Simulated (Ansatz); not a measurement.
# ZnF2: how the settings move a single-point run

Aim: see which settings change the result for ZnF2, by how much, and at what cost.

Program: Ansatz 0.2.0. Level of theory: reference: DFT, LDA, all-electron LAPW, scalar-relativistic; levels and slopes on a fine mesh, independent-particle optical spectra. These are calculated values, not measurements.

### Step 1. Starting point

Symmetry: P4_2/mnm, No. 136, tetragonal system. Conventional cell: a = 4.631 Å, b = 4.631 Å, c = 3.088 Å, α = 90.00°, β = 90.00°, γ = 90.00°. Around Zn (site symmetry mmm) lie 6 F at 1.99 to 2.01 Å. Around F (site symmetry m2m) lie 3 Zn at 1.99 to 2.01 Å.

Structure file:

```
Zn F
1.0
     4.63059    0.00000    0.00000
     0.00000    4.63059    0.00000
     0.00000    0.00000    3.08808
Zn F
2 4
Direct
  0.00000 0.00000 0.00000
  0.50000 0.50000 0.50000
  0.30327 0.30327 0.00000
  0.19673 0.80327 0.50000
  0.69673 0.69673 0.00000
  0.80327 0.19673 0.50000
```

### Step 2. Baseline

Input file input.yaml:

```yaml
crystal:
  lattice:
    - [4.63059125593, 0.0, 0.0]
    - [0.0, 4.63059125593, 0.0]
    - [0.0, 0.0, 3.08807670545]
  atoms:
    - { symbol: Zn, position: [0.0, 0.0, 0.0] }
    - { symbol: Zn, position: [0.5, 0.5, 0.5] }
    - { symbol: F, position: [0.303274516335, 0.303274516335, 0.0] }
    - { symbol: F, position: [0.196725483665, 0.803274516335, 0.5] }
    - { symbol: F, position: [0.696725483665, 0.696725483665, 0.0] }
    - { symbol: F, position: [0.803274516335, 0.196725483665, 0.5] }
kpoints:
  mp_grid: { grid: [4, 4, 6] }
scf:
  occupations: { method: fixed }
hamiltonian:
  xc: lda
  pseudopotentials: { kind: all_electron, lapw: { basis_error: 0.001 } }
output:
  forces: true
  stress: true
  eigenvalues: true
  eigenstates:
    nscf_kmesh: { grid: [6, 6, 10] }
    de_dk: true
    e_range: [-9, 13.45360503091]
  optics:
    e_range: [0, 20]
    de: 0.2
    sigma: 0.1
    bands: { spectra_wanted_up_to: 20 }
    nscf_kmesh: { grid: [6, 6, 10] }
checkpoint:
  write: ck
  write_wavefunctions: false
```

Launch:

```bash
> ansatz run input.yaml --threads 2 --pin off --max-ram 6144MiB --backend cpu --events-out ev --progress --plain --runs-dir out
```

### Step 3. Changed: occupations.method cold, occupations.width 0.3

input.yaml: that of step 2 with these lines changed.

```diff
@@ -15,3 +15,3 @@
 scf:
-  occupations: { method: fixed }
+  occupations: { method: cold, width: 0.3 }
 hamiltonian:
```

Before running it: what results should come out? Wanted: for each run, ending; energy change; pressure; gap; force.

As calculated:

```csv
run,ending,energy change,pressure (GPa),gap (eV),force (eV/Å),cycles,time
reference,converged,0,-0.1,3.47,0.00,-,1.9 min
"1: occupations.method cold, occupations.width 0.3",converged,0.0 meV/atom (σ→0),-0.1,3.47,0.00,13,2 min
```

Residual by cycle in the longest SCF loop of each run; runs are numbered as in the table. The quantity is the density residual dr2, in eV.

```csv
cycle,reference,run 1
1,3.75,3.75
2,0.277,0.277
3,0.325,0.325
4,0.0198,0.0198
5,0.00191,0.00191
6,3.0e-4,3.0e-4
8,3.2e-7,3.2e-7
9,1.5e-8,1.5e-8
10,4.1e-10,4.0e-10
11,3.6e-11,3.4e-11
12,4.4e-12,4.4e-12
13,4.2e-13,4.1e-13
```

**Reading.** The changed input (smearing) leaves the energy the same to the digits printed.

These are semilocal Kohn-Sham gaps, which aren't the measured quantity. Such gaps usually fall short of the measured ones.
